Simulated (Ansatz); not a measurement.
# C: the cost of one run

The runs shown are made with Ansatz 0.2.0. Linear response, PAW datasets, plane waves. (Simulation; spin polarisation is off.)

### Step 1. The system as given

The cell was relaxed beforehand with PBEsol.

The symmetry is P6_3/mmc (No. 194, hexagonal); conventional cell a = 2.499 Å, c = 4.161 Å, 5.63 Å³ an atom. Near C stand 4 C at 1.53–1.56 Å.

As a file:

```
C
1.0
     2.49882    0.00000    0.00000
    -1.24941    2.16404    0.00000
     0.00000    0.00000    4.16087
C
4
Direct
  0.33333 0.66667 0.00030
  0.66667 0.33333 0.50030
  0.33333 0.66667 0.37470
  0.66667 0.33333 0.87470
```

### Step 2. Zone-centre modes, PBEsol

input.yaml reads:

```yaml
crystal:
  lattice:
    - [2.4988208246, 0.0, 0.0]
    - [-1.2494104123, 2.1640423136, 0.0]
    - [0.0, 0.0, 4.1608703657]
  atoms:
    - { symbol: C, position: [0.3333333333, 0.6666666667, 0.0003017318] }
    - { symbol: C, position: [0.6666666667, 0.3333333333, 0.5003017318] }
    - { symbol: C, position: [0.3333333333, 0.6666666667, 0.3746982682] }
    - { symbol: C, position: [0.6666666667, 0.3333333333, 0.8746982682] }
kpoints:
  mp_grid: { grid: [9, 9, 6] }
hamiltonian:
  xc: pbesol
scf:
  occupations: { method: fixed }
phonons:
  method: dfpt
  dielectric: true
  qpoints: [[0, 0, 0]]
  rigid_motions: translations
```

Launch:

```sh
> ansatz run input.yaml --threads 4 --pin off --max-ram 7372MiB --backend cpu --events-out ev --progress --plain --runs-dir out
```

What time and memory should one allow on 4 threads of Arm Neoverse N1, shared host?

About 22 s, with a peak of 0.48 GiB.
